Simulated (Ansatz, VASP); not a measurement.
Given: the input of a run of Ansatz 0.2.0 on Ag.

input.yaml

```yaml
crystal:
  lattice:
    - [0.0, 2.04275, 2.04275]
    - [2.04275, 0.0, 2.04275]
    - [2.04275, 2.04275, 0.0]
  atoms:
    - { symbol: Ag, position: [0.0, 0.0, 0.0] }
hamiltonian:
  xc: lda
  pseudopotentials: { kind: paw_fr }
magnetization:
  noncollinear: true
  spin_orbit: true
kpoints:
  mp_grid: { grid: [8, 8, 8] }
  band_path:
    path:
      - [[0.0, 0.0, 0.0], [0.5, 0.0, 0.5], [0.5, 0.25, 0.75], [0.375, 0.375, 0.75], [0.0, 0.0, 0.0], [0.5, 0.5, 0.5], [0.625, 0.25, 0.625], [0.5, 0.25, 0.75], [0.5, 0.5, 0.5], [0.375, 0.375, 0.75]]
      - [[0.625, 0.25, 0.625], [0.5, 0.0, 0.5]]
    npoints: 14
scf:
  occupations: { method: fermi_dirac, width: 0.05 }
  n_extra_bands: 6
output:
  forces: true
  stress: true
  eigenvalues: true
  fatbands: false
```

Potentials or basis: Ansatz PAW.

Command:

```console
$ ansatz run input.yaml --threads 2 --pin off --max-ram 5632MiB --backend cpu --events-out ev --progress --plain --runs-dir out
```

Task: Translate it to VASP 6.6.1. Potentials there: VASP PAW LDA potentials, release 64 (Ag).

Result: As run (the cutoff follows the program's own potentials):

INCAR

```
SYSTEM = Ag
PREC = Accurate
ENCUT = 520
EDIFF = 1E-7
ISMEAR = -1
SIGMA = 0.05
LREAL = .False.
LASPH = .True.
NELM = 80
ALGO = Fast
ISIF = 2
LWAVE = .False.
LCHARG = .False.
LNONCOLLINEAR = .True.
MAGMOM = 0 0 0
LORBIT = 11
LSORBIT = .True.
GGA_COMPAT = .False.
LMAXMIX = 4
GGA = CA
```

KPOINTS

```
regular mesh
0
Gamma
  8 8 8
  0 0 0
```

File POSCAR:

```
Ag
1.0
    0.0000000000      2.0427500000      2.0427500000
    2.0427500000      0.0000000000      2.0427500000
    2.0427500000      2.0427500000      0.0000000000
Ag
1
Direct
    0.0000000000      0.0000000000      0.0000000000
```

The input KPOINTS_OPT:

```
path GXWKGLUWLK,UX
15
line-mode
reciprocal
 0.0000000000  0.0000000000  0.0000000000  G
 0.5000000000  0.0000000000  0.5000000000  X

 0.5000000000  0.0000000000  0.5000000000  X
 0.5000000000  0.2500000000  0.7500000000  W

 0.5000000000  0.2500000000  0.7500000000  W
 0.3750000000  0.3750000000  0.7500000000  K

 0.3750000000  0.3750000000  0.7500000000  K
 0.0000000000  0.0000000000  0.0000000000  G

 0.0000000000  0.0000000000  0.0000000000  G
 0.5000000000  0.5000000000  0.5000000000  L

 0.5000000000  0.5000000000  0.5000000000  L
 0.6250000000  0.2500000000  0.6250000000  U

 0.6250000000  0.2500000000  0.6250000000  U
 0.5000000000  0.2500000000  0.7500000000  W

 0.5000000000  0.2500000000  0.7500000000  W
 0.5000000000  0.5000000000  0.5000000000  L

 0.5000000000  0.5000000000  0.5000000000  L
 0.3750000000  0.3750000000  0.7500000000  K

 0.6250000000  0.2500000000  0.6250000000  U
 0.5000000000  0.0000000000  0.5000000000  X
```

Potentials or basis: VASP PAW LDA potentials, release 64 (Ag).

Run with:

```bash
$ cat potpaw_LDA.64/Ag/POTCAR > POTCAR
$ mpirun -np 1 vasp_ncl > vasp.out
```

Both were run:

|  | VASP | Ansatz | Ansatz less VASP |
| --- | --- | --- | --- |
| gap on the k mesh at the Fermi level (eV) | none | none | - |
| pressure (GPa) | -6.7 | -6.9 | -0.19 |

A gap of «none» marks a metal or a gap that the smearing closes. The two sets of potentials don't hold the same shells in valence.

Caveats: the PAW data sets come from PBE, with cores solved anew for the run's functional, which leaves a small shift of forces and pressure (Ansatz).
